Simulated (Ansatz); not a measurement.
# BeTe (F-43m) in Ansatz: a series of runs

Runs on BeTe. Level: PBEsol. Tasks: band structure.

Program: Ansatz 0.2.0. These are calculated values, not measurements. Logs are shortened: lines on timing, memory, paths and dates and some standing lists are left out, and cuts for length are marked.

**1. The structure**

Symmetry: F-43m, No. 216, cubic system. Conventional cell: a = 5.540 Å, b = 5.540 Å, c = 5.540 Å, α = 90.00°, β = 90.00°, γ = 90.00°. Te (site symmetry -43m) has 4 Be at 2.40 Å as nearest neighbours. Be (site symmetry -43m) has 4 Te at 2.40 Å as nearest neighbours.

**2. Band structure, PBEsol**

Input file input.yaml:

```yaml
crystal:
  lattice:
    - [0.0, 2.77, 2.77]
    - [2.77, 0.0, 2.77]
    - [2.77, 2.77, 0.0]
  atoms:
    - { symbol: Te, position: [0.75, 0.75, 0.75] }
    - { symbol: Be, position: [0.0, 0.0, 0.0] }
kpoints:
  mp_grid: { grid: [8, 8, 8] }
  band_path:
    path:
      - [0.0, 0.0, 0.0]
      - [0.5, 0.0, 0.5]
      - [0.5, 0.25, 0.75]
      - [0.375, 0.375, 0.75]
      - [0.0, 0.0, 0.0]
      - [0.5, 0.5, 0.5]
      - [0.625, 0.25, 0.625]
      - [0.5, 0.25, 0.75]
    npoints: 12
scf:
  occupations: { method: fermi_dirac, width: 0.05 }
hamiltonian:
  xc: pbesol
  pseudopotentials: { kind: all_electron, lapw: { basis_error: 0.001 } }
output:
  forces: true
  stress: true
  eigenvalues: true
```

Potentials or basis: all-electron LAPW, scalar-relativistic.

Launch:

```sh
> ansatz run input.yaml --threads 1 --pin off --max-ram 3072MiB --backend cpu --events-out ev --progress --plain --runs-dir out
```

Output:

```text
Warning: RAYON_NUM_THREADS=1 ignored (pool sized by the plan → 1); use --threads N
LAPW: plane waves up to 7.719 Å⁻¹, error target 1.0e-3 eV per atom; small_component_spin mean_spin; Be in spheres of 0.950 Å, 4 of its electrons in bands, Dirac shells []; Te in spheres of 1.449 Å, 24 of its electrons in bands, Dirac shells [] (how accurate: hamiltonian.pseudopotentials.lapw.basis_error, Limitations)
Engine: ansatz 0.2.0, aarch64-unknown-linux-gnu
Pseudopotentials: kind: all_electron
Pseudopotential: Te, LAPW, valence charge 24, lapw/all_electron/scalar/gaussian/Te, Koelling and Harmon's equation, gaussian nucleus
Pseudopotential: Be, LAPW, valence charge 4, lapw/all_electron/scalar/gaussian/Be, Koelling and Harmon's equation, gaussian nucleus
Functional definition: PBEsol
  exchange = pbesol_x
  correlation = pbesol_c
Crystal: 2 atoms, lattice volume = 42.508 Å³
Basis set: ecut = 227.01022043594298 eV, 331 PW (Γ), exchange–correlation at level 2
Bands: 18, of which v1, the nominal top of the filled ones, is band 14 counted from 1 (13 counted from 0)
Symmetry: 24 space group operations
Space group: F-43m (ITA 216), of the structure as read, at distance tolerance 3.5e-5 Å
k-points: 29 of 512 (time reversal used)
Non-local potential: Te, projectors of the file, none
Non-local potential: Be, projectors of the file, none
Initial density: superposition of atomic densities (chi_scale 0.1, normalization cell, long waves kept (reshape's long-wave potential 0.00 eV rms))
Initial wavefunctions: plane waves of lowest kinetic energy (no species holds an atomic orbital)
Functional: x = pbesol(κ = 0.804, μ = 0.12345679012345678), c = pbesol(β = 0.046)
iter 1 solved again at ethr=1.78e-3 eV; its pass at ethr=1.00e-1 eV (dr2=4.99e-1 eV) is discarded
SCF iter   1: F=—  HF=-185206.315924 eV  |F-HF|=—  |Δ(HF+E_count)|=         —  Δρ=2.86e-2  dr2=5.00e-1  ethr=1.78e-3  ⟨swp⟩=2.0  Hψ=3761  notcnv=0
preconditioner: auto → none  [insulator: Δε(μ)=1.838 eV  Ē_g=10.508 eV  σ=0.050 eV  W_gap=1.00  n_scr=14 (ndim 8)  ℏωp=16.1 eV  f_vac=0.002  D(μ)=0.00/eV (n_scr^D=0)  ε∞_Penn≈3.4]
SCF iter   2: F=—  HF=-185206.153417 eV  |F-HF|=—  |Δ(HF+E_count)|=   1.63e-1  Δρ=1.01e-2  dr2=5.24e-2  ethr=1.78e-3  ⟨swp⟩=3.0  Hψ=1644  notcnv=0
iter 3 solved again at ethr=6.82e-6 eV; its pass at ethr=1.87e-4 eV (dr2=1.91e-3 eV) is discarded
SCF iter   3: F=—  HF=-185206.142486 eV  |F-HF|=—  |Δ(HF+E_count)|=   1.09e-2  Δρ=2.21e-3  dr2=1.90e-3  ethr=6.82e-6  ⟨swp⟩=2.0  Hψ=2610  notcnv=0
SCF iter   4: F=—  HF=-185206.142039 eV  |F-HF|=—  |Δ(HF+E_count)|=         —  Δρ=5.38e-4  dr2=1.48e-4  ethr=6.78e-6  ⟨swp⟩=2.9  Hψ=1491  notcnv=0
the basis was enlarged: its passes take 454.9 KiB over the memory plan, 1 of 1 planned eigensolver slots
SCF iter   5: F=—  HF=-185206.142051 eV  |F-HF|=—  |Δ(HF+E_count)|=   1.20e-5  Δρ=9.71e-5  dr2=3.37e-6  ethr=5.28e-7  ⟨swp⟩=2.0  Hψ=1450  notcnv=0
SCF iter   6: F=-185206.142053 eV  HF=-185206.142053 eV  |F-HF|=3.19e-8  |Δ(HF+E_count)|=   2.77e-6  Δρ=8.16e-6  dr2=1.71e-8  ethr=1.20e-8  ⟨swp⟩=2.8  Hψ=1491  notcnv=0
SCF 1 converged in 6 iterations: F = -185206.142053 eV  dr2 = 1.71e-8
NSCF: frozen V_eff on 85 k-points
SCF converged after 6 iterations
Free energy (F): -185206.142053 eV
Harris-Foulkes:  -185206.142053 eV  (|F-HF|=3.19e-8)
Internal energy: -185206.142053 eV  (E = F + TS)
E sigma→0 (E₀):  -185206.142053 eV
Fermi energy:    10.562520 eV
--- Per-component energies (eV) ---
  E_band       = -1301.444668
  E_kinetic    = 195555.944960
  E_xc         = -4788.686940
  E_electrostatic = -375973.400074  (all electrons and nuclei)
  E_smearing   = -0.000000  (= −TS)
  E_closure    = 0.000000  (closes the sum)
  E_atoms      = -185197.955349  (free atoms, spherical and without spin; not in F)
  Σ components = -185206.142053   (vs F -185206.142053, Δ=0.00e0)
  Basis errors (estimates in eV, not in F): energy 5.2e-4 per atom: plane waves 4.8e-4 (2.8e-4 summed), levels above the bands 1.7e-64, relativity 1.4e-8, radial functions 3.6e-5, core shells 1.4e-9; eigenvalues (radial functions only) 2.8e-6; not estimated: angular momenta, meshes, grids; target (lapw.basis_error) 1.0e-3; muffin-tin radii Be 0.950 Å, Te 1.449 Å
--- Forces (eV/Å), atoms counted from 1 ---
  atom   1  Te     0.00000000    -0.00000000    -0.00000000
  atom   2  Be    -0.00000000    -0.00000000    -0.00000000
  max |Σ_I F_I| component: 6.71e-17 eV/Å
--- Stress (GPa, compression-positive) ---
        2.251128      -0.000000      -0.000000
       -0.000000       2.251128       0.000000
       -0.000000       0.000000       2.251128
  P = ⅓ Tr σ = 2.2511 GPa (22.511 kbar)
--- Band table (eV; the first three rows and the last of 29) ---
  k-point 0: bands = ["-149.0105", "-99.1173", "-99.1173", "-99.1173", "-89.8213", "-26.5886", "-26.5886", "-26.5886", "-26.5716", "-26.5716", "-2.9809", "9.6887", "9.6887", "9.6887", "13.2662", "13.2662", "13.2662", "13.7808"]
  k-point 1: bands = ["-149.0105", "-99.1173", "-99.1173", "-99.1173", "-89.8213", "-26.5883", "-26.5880", "-26.5880", "-26.5715", "-26.5715", "-2.8225", "8.2977", "9.4315", "9.4315", "13.2785", "13.6359", "13.6359", "15.0487"]
  k-point 2: bands = ["-149.0105", "-99.1173", "-99.1173", "-99.1173", "-89.8213", "-26.5874", "-26.5867", "-26.5867", "-26.5712", "-26.5712", "-2.3825", "6.1783", "8.9600", "8.9600", "13.0827", "14.1861", "14.1861", "16.9165"]
  k-point 28: bands = ["-149.0105", "-99.1173", "-99.1173", "-99.1173", "-89.8212", "-26.5857", "-26.5851", "-26.5804", "-26.5726", "-26.5697", "-0.9312", "4.8992", "5.6984", "6.2146", "14.9101", "15.1716", "15.3272", "16.0929"]
```

It took 12 s on 1 thread of Arm Neoverse V1, shared host; peak memory 0.24 GiB.

Results:

```yaml
Free_energy: -185206.1421 eV
Pressure: 2.3 GPa
Band_gap_on_the_k_mesh: 1.75 eV, indirect (least direct gap 3.58 eV)
Band_gap_along_the_path: 1.75 eV, indirect (least direct gap 3.58 eV)
```

Levels at the corners of the path, in eV from the valence-band top:
```tsv
point	band 12	band 13	band 14	band 15	band 16	band 17
Γ	0.00	0.00	0.00	3.58	3.58	3.58
X	-5.39	-2.84	-2.84	1.75	2.56	10.07
W	-4.79	-3.99	-3.47	5.22	5.48	5.64
K	-5.00	-4.19	-2.40	2.56	5.27	8.09
Γ	0.00	0.00	0.00	3.58	3.58	3.58
L	-5.89	-1.21	-1.21	3.18	4.56	4.56
U	-5.00	-4.19	-2.40	2.56	5.27	8.09
W	-4.79	-3.99	-3.47	5.22	5.48	5.64
```

Caveat: spin-orbit coupling is left out, which moves the levels of the heavy elements. As with any semilocal functional, this PBEsol gap is likely too small.

**3. Band structure, PBEsol**

input.yaml, as its differences from that of step 2:

```diff
@@ -25,3 +25,6 @@
   xc: pbesol
-  pseudopotentials: { kind: all_electron, lapw: { basis_error: 0.001 } }
+  pseudopotentials:
+    kind: all_electron
+    lapw: { basis_error: 0.001 }
+    relativity: none
 output:
```

Potentials or basis: all-electron LAPW, non-relativistic.

Launch:

```sh
> ansatz run input.yaml --threads 1 --pin off --max-ram 3072MiB --backend cpu --events-out ev --progress --plain --runs-dir out
```

Output:

```text
Warning: RAYON_NUM_THREADS=1 ignored (pool sized by the plan → 1); use --threads N
LAPW: plane waves up to 7.711 Å⁻¹, error target 1.0e-3 eV per atom; Be in spheres of 0.950 Å, 4 of its electrons in bands, Dirac shells []; Te in spheres of 1.449 Å, 24 of its electrons in bands, Dirac shells [] (how accurate: hamiltonian.pseudopotentials.lapw.basis_error, Limitations)
[... 2 set-up lines as earlier in the session ...]
Pseudopotential: Te, LAPW, valence charge 24, lapw/all_electron/none/Te, Schrödinger's equation, point nucleus
Pseudopotential: Be, LAPW, valence charge 4, lapw/all_electron/none/Be, Schrödinger's equation, point nucleus
[... 1 set-up line as earlier in the session ...]
[... 39 lines left out ...]
  Σ components = -180300.292834   (vs F -180300.292834, Δ=0.00e0)
  Basis errors (estimates in eV, not in F): energy 5.3e-4 per atom: plane waves 4.9e-4 (2.8e-4 summed), levels above the bands 1.9e-63, relativity 0.0e0, radial functions 4.2e-5, core shells 1.2e-9; eigenvalues (radial functions only) 2.8e-6; not estimated: angular momenta, meshes, grids; target (lapw.basis_error) 1.0e-3; muffin-tin radii Be 0.950 Å, Te 1.449 Å
--- Forces (eV/Å), atoms counted from 1 ---
  atom   1  Te     0.00000000     0.00000000    -0.00000000
  atom   2  Be    -0.00000000     0.00000000    -0.00000000
  max |Σ_I F_I| component: 6.01e-17 eV/Å
--- Stress (GPa, compression-positive) ---
        3.001288       0.000000      -0.000000
        0.000000       3.001288       0.000000
       -0.000000       0.000000       3.001288
  P = ⅓ Tr σ = 3.0013 GPa (30.013 kbar)
--- Band table (eV; the first three rows and the last of 29) ---
  k-point 0: bands = ["-136.5545", "-96.3345", "-96.3345", "-96.3345", "-89.4443", "-28.4175", "-28.4175", "-28.4175", "-28.4027", "-28.4027", "-2.0134", "9.9034", "9.9034", "9.9034", "13.3341", "13.3341", "13.3341", "15.0142"]
  k-point 1: bands = ["-136.5545", "-96.3345", "-96.3345", "-96.3345", "-89.4443", "-28.4172", "-28.4170", "-28.4170", "-28.4027", "-28.4027", "-1.8412", "8.5848", "9.6372", "9.6372", "13.6024", "13.7145", "13.7145", "15.8784"]
  k-point 2: bands = ["-136.5545", "-96.3345", "-96.3345", "-96.3345", "-89.4442", "-28.4165", "-28.4159", "-28.4159", "-28.4024", "-28.4024", "-1.3535", "6.4741", "9.1564", "9.1564", "13.5485", "14.2669", "14.2669", "17.2992"]
  k-point 28: bands = ["-136.5545", "-96.3345", "-96.3345", "-96.3345", "-89.4442", "-28.4151", "-28.4146", "-28.4108", "-28.4035", "-28.4011", "0.4058", "5.0552", "5.8469", "6.3678", "15.0430", "15.1870", "15.7755", "16.1869"]
```

Run time: 12 s. Hardware: 1 thread of Arm Neoverse V1, shared host; peak memory 0.24 GiB.

Results:

| Item | Value |
| --- | --- |
| Free energy | -180300.2928 eV |
| Pressure | 3.0 GPa |
| Band gap on the k mesh | 1.82 eV, indirect (least direct gap 3.43 eV) |
| Band gap along the path | 1.82 eV, indirect (least direct gap 3.43 eV) |

Levels at the corners of the path, in eV from the valence-band top:
```tsv
point	band 11	band 12	band 13	band 14	band 15	band 16	band 17	band 18
Γ	-11.92	0.00	0.00	0.00	3.43	3.43	3.43	5.11
X	-9.56	-5.45	-2.88	-2.88	1.82	2.36	10.04	10.04
W	-9.50	-4.85	-4.06	-3.54	5.14	5.28	5.87	6.28
K	-9.58	-5.06	-4.25	-2.44	2.53	5.18	8.00	8.56
Γ	-11.92	0.00	0.00	0.00	3.43	3.43	3.43	5.11
L	-10.21	-5.95	-1.24	-1.24	3.48	4.40	4.40	7.53
U	-9.58	-5.06	-4.25	-2.44	2.53	5.18	8.00	8.56
W	-9.50	-4.85	-4.06	-3.54	5.14	5.28	5.87	6.28
```

Caveat: relativity is left out, which matters for the heavier elements; spin-orbit coupling is left out, which moves the levels of the heavy elements.

**4. Band structure, PBEsol**

input.yaml, as its differences from that of step 3:

```diff
@@ -25,6 +25,3 @@
   xc: pbesol
-  pseudopotentials:
-    kind: all_electron
-    lapw: { basis_error: 0.001 }
-    relativity: none
+  pseudopotentials: { kind: all_electron, datasets: crystal }
 output:
```

Potentials or basis: all-electron PAW datasets made for the crystal.

Launch:

```sh
> ansatz run input.yaml --threads 1 --pin off --max-ram 3072MiB --backend cpu --events-out ev --progress --plain --runs-dir out
```

Wall time 9.8 s (1 thread of Arm Neoverse V1, shared host); peak memory 0.36 GiB.

The run converged. Its results:

```
Free energy             : -185206.1430 eV
Pressure                : 2.2 GPa
Band gap on the k mesh  : 1.75 eV, indirect (least direct gap 3.58 eV)
Band gap along the path : 1.75 eV, indirect (least direct gap 3.58 eV)
```

Levels at the corners of the path, in eV from the valence-band top:
| point | band 1 | band 2 | band 3 | band 4 | band 5 | band 6 | band 7 | band 8 |
| --- | --- | --- | --- | --- | --- | --- | --- | --- |
| Γ | -12.67 | 0.00 | 0.00 | 0.00 | 3.58 | 3.58 | 3.58 | 4.09 |
| X | -10.66 | -5.39 | -2.84 | -2.84 | 1.75 | 2.56 | 10.07 | 10.07 |
| W | -10.62 | -4.79 | -3.99 | -3.47 | 5.22 | 5.48 | 5.64 | 6.40 |
| K | -10.68 | -5.00 | -4.19 | -2.40 | 2.56 | 5.27 | 8.09 | 8.43 |
| Γ | -12.67 | 0.00 | 0.00 | 0.00 | 3.58 | 3.58 | 3.58 | 4.09 |
| L | -11.20 | -5.89 | -1.21 | -1.21 | 3.18 | 4.56 | 4.56 | 7.65 |
| U | -10.68 | -5.00 | -4.19 | -2.40 | 2.56 | 5.27 | 8.09 | 8.43 |
| W | -10.62 | -4.79 | -3.99 | -3.47 | 5.22 | 5.48 | 5.64 | 6.40 |

Caveat: spin-orbit coupling is left out, which moves the levels of the heavy elements. Expect the measured gap to be larger: semilocal functionals such as PBEsol lack the derivative discontinuity.

**5. Band structure, PBEsol**

input.yaml, as its differences from that of step 4:

```diff
@@ -25,3 +25,6 @@
   xc: pbesol
-  pseudopotentials: { kind: all_electron, datasets: crystal }
+  pseudopotentials:
+    kind: all_electron
+    lapw: { basis_error: 0.001 }
+    dirac_shells: { Te: ["3p", "3d"] }
 output:
```

Potentials or basis: all-electron LAPW, inner shells corrected to Dirac's equation.

Launch:

```sh
> ansatz run input.yaml --threads 1 --pin off --max-ram 3072MiB --backend cpu --events-out ev --progress --plain --runs-dir out
```

Run time: 12 s. Hardware: 1 thread of Arm Neoverse V1, shared host; peak memory 0.24 GiB.

The run converged. Its results:

```
Free energy             : -185267.3488 eV
Pressure                : 2.3 GPa
Band gap on the k mesh  : 1.75 eV, indirect (least direct gap 3.58 eV)
Band gap along the path : 1.75 eV, indirect (least direct gap 3.58 eV)
```

Levels at the corners of the path, in eV from the valence-band top:
```tsv
point	band 11	band 12	band 13	band 14	band 15	band 16	band 17	band 18
Γ	-12.67	0.00	0.00	0.00	3.58	3.58	3.58	4.09
X	-10.66	-5.39	-2.84	-2.84	1.75	2.56	10.07	10.07
W	-10.62	-4.79	-3.99	-3.47	5.22	5.48	5.64	6.40
K	-10.68	-5.00	-4.19	-2.40	2.56	5.27	8.09	8.43
Γ	-12.67	0.00	0.00	0.00	3.58	3.58	3.58	4.09
L	-11.20	-5.89	-1.21	-1.21	3.18	4.56	4.56	7.65
U	-10.68	-5.00	-4.19	-2.40	2.56	5.27	8.09	8.43
W	-10.62	-4.79	-3.99	-3.47	5.22	5.48	5.64	6.40
```

Caveat: spin-orbit coupling is left out, which moves the levels of the heavy elements. As with any semilocal functional, this PBEsol gap is likely too small.

**6. The runs side by side**

| potentials or basis | cutoff (eV) | basis error allowed | gap on the mesh (eV) | pressure (GPa) |
| --- | --- | --- | --- | --- |
| all-electron LAPW, scalar-relativistic | 227 | 0.001 eV/atom | 1.75 | 2.3 |
| all-electron LAPW, non-relativistic | 227 | 0.001 eV/atom | 1.82 | 3.0 |
| all-electron PAW datasets made for the crystal | 180 | - | 1.75 | 2.2 |
| all-electron LAPW, inner shells corrected to Dirac's equation | 227 | 0.001 eV/atom | 1.75 | 2.3 |

Alike in all rows: task band structure; level PBEsol; no spin polarisation; cell as given; k mesh 8 × 8 × 8; smearing fermi-dirac 0.05 eV.

Caveats: spin-orbit coupling is left out, which moves the levels of the heavy elements; relativity is left out, which matters for the heavier elements (some runs).

Compare energies only between runs with the same functional and basis.
